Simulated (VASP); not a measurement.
Crystal: B.

```
B
1.0
     1.62456    0.00000    0.00000
     0.00000    2.86615    0.00000
     0.00000    0.00000    3.91440
B
2
Direct
  0.94236 0.49734 0.58479
  0.49797 0.03511 0.37521
```

The cell was built by a generator and needn't be a form met in nature.

The cell isn't the ideal one: atoms moved at random, drawn with an rms of 0.1 Å.

- Program: VASP 6.6.1
- Task: relaxation of the atoms
- Functional: r2SCAN
- Potentials or basis: VASP PAW PBE potentials, release 64 (B)
- Cutoff: 520 eV
- k mesh: 16 × 9 × 7
- Occupations: gaussian, width 0.05 eV
- Spin: no spin polarisation

At the start: pressure 2.0 GPa; volume 9.11 Å³/atom.

Q: Where does the relaxation end?

A: Over 24 steps the energy falls by 53.8 meV/atom; space group Pmmn (No. 59, to 0.05 Å).

The path:
| step | energy change (eV) | largest force (eV/Å) | pressure (GPa) |
| --- | --- | --- | --- |
| 1 | 0.0000 | 1.5720 | 1.98 |
| 2 | -0.1061 | 0.0911 | -1.55 |
| 3 | -0.1062 | 0.0732 | -1.50 |
| 4 | -0.1065 | 0.0160 | -1.54 |
| 5 | -0.1065 | 0.0155 | -1.54 |
| 6 | -0.1065 | 0.0157 | -1.54 |
| 7 | -0.1065 | 0.0233 | -1.60 |
| 8 | -0.1067 | 0.0475 | -1.75 |
| 9 | -0.1071 | 0.0753 | -2.06 |
| 10 | -0.1068 | 0.1123 | -2.60 |
| 11 | -0.1073 | 0.0637 | -2.24 |
| 12 | -0.1073 | 0.0629 | -2.27 |
| 13 | -0.1073 | 0.0624 | -2.29 |
| 14 | -0.1073 | 0.0612 | -2.32 |
| 15 | -0.1073 | 0.0603 | -2.31 |
| 16 | -0.1074 | 0.0572 | -2.32 |
| 17 | -0.1074 | 0.0510 | -2.32 |
| 18 | -0.1075 | 0.0383 | -2.33 |
| 19 | -0.1076 | 0.0146 | -2.34 |
| 20 | -0.1076 | 0.0094 | -2.35 |
| 21 | -0.1076 | 0.0087 | -2.35 |
| 22 | -0.1076 | 0.0086 | -2.35 |
| 23 | -0.1076 | 0.0067 | -2.35 |
| 24 | -0.1076 | 0.0015 | -2.35 |

Final structure:
```
B
1.0
     1.62456    0.00000    0.00000
     0.00000    2.86615    0.00000
     0.00000    0.00000    3.91440
B
2
Direct
  0.97017 0.51625 0.59362
  0.47015 0.01620 0.36638
```

Caveat: the PAW data sets were made with another functional, which shifts forces and pressure a little.
